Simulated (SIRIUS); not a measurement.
**KCl under changes of volume**

One of the cells (28.860 Å³/atom); the others are scaled copies at fixed shape and fractional positions:

```
CELL_PARAMETERS angstrom
3.86462 0.00000 0.00000
0.00000 3.86462 0.00000
0.00000 0.00000 3.86462
ATOMIC_POSITIONS crystal
K 0.00000 0.00000 0.00000
Cl 0.50000 0.50000 0.50000
```

Measurements of this composition are mostly on another form, of space group No. 225.

```yaml
Program: SIRIUS 7.12.0
Functional: PBEsol
Potentials_or_basis: PseudoDojo 0.4.1 PBEsol standard (scalar relativistic)
Cutoff: 1030 eV
Density_cutoff: 4119 eV
k_mesh: 7 × 7 × 7
Occupations: fermi-dirac, width 0.05 eV
Spin: no spin polarisation
```

```tsv
volume (Å³/atom)	energy over the lowest point (meV/atom)	pressure (GPa)	gap on the mesh (eV)
26.596	0.00	-0.4	4.90
27.162	2.12	-0.8	4.81
27.728	5.57	-1.1	4.73
28.860	?	?	?
29.426	22.30	-2.0	4.49
29.991	29.60	-2.2	4.43
```

Problem. What does the run at 28.860 Å³/atom give?

Solution. Energy over the lowest point 15.79 meV/atom; pressure -1.7 GPa; gap on the mesh 4.57 eV.

Worked out: A Birch-Murnaghan fit of order 3 (a polynomial in V^(-2/3)) to the other rows has its minimum at 26.09 Å³/atom, just outside them, with B0 = V·E''(V) = 22 GPa and B' = 4.8. It gives 15.78 meV/atom at 28.860 Å³/atom, against the run's 15.79, and -dE/dV = -1.7 GPa, against -1.7. A straight line through the other rows of the gap, of slope -3.94 eV per unit of ln V, gives 4.57 eV, against the run's 4.57.

Energies are extrapolated to zero smearing.

Caveats: an odd mesh through Γ misses points on the zone boundary, where band edges often lie.
